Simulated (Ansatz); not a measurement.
## Stress against strain in SnS2

```yaml
crystal:
  lattice:
    - [3.59830, 0.00000, 0.00000]
    - [-1.79915, 3.11622, 0.00000]
    - [0.00000, 0.00000, 5.49400]
  atoms:
    - { symbol: Sn, position: [0.00000, 0.00000, 0.00000] }
    - { symbol: S, position: [0.66667, 0.33333, 0.26390] }
    - { symbol: S, position: [0.33333, 0.66667, 0.73610] }
```

Atoms are numbered in the order listed.

Structure: COD 7038081, as refined from experiment and not relaxed.

No spin–orbit coupling, which matters for the heavy atoms here.

All numbers below come from DFT, LDA, all-electron LAPW, scalar-relativistic in Ansatz 0.2.0.

Settings: a Γ-centred 8×8×5 k mesh, Fermi–Dirac smearing of 0.01 eV, basis error target 1 meV/atom, no spin polarisation.

The strain is applied along the Cartesian axes of the cell as listed (the other components stay zero). Fractional coordinates are held (clamped ions).

σ is the change of stress from the unstrained cell, which is at 3.49 GPa; tension is positive, so slopes are stress–strain coefficients at that pressure.

Only quantities that a quadratic follows smoothly over the whole series are listed; rougher ones are left out.

```
    εzz  σzz (GPa)  σxx (GPa)
-0.0200      -3.08      -1.69
-0.0100      -1.52      -0.81
 0.0000       0.00       0.00
 0.0200       2.94       1.45
```

Problem. Fit the series and read off the stiffness at zero strain.

Solution. Least-squares fits y = p0 + p1 x + p2 x² to the rows give σzz (GPa): p1 = 150, p2 = -180; σxx (GPa): p1 = 78.5, p2 = -300. So C33 = 150 GPa and C13 = 78 GPa, for these axes.

Problem. One run, at εzz = 0.0100, is withheld. Predict its row.

Solution. The fits give 1.49, 0.76; the run gave 1.49, 0.75.
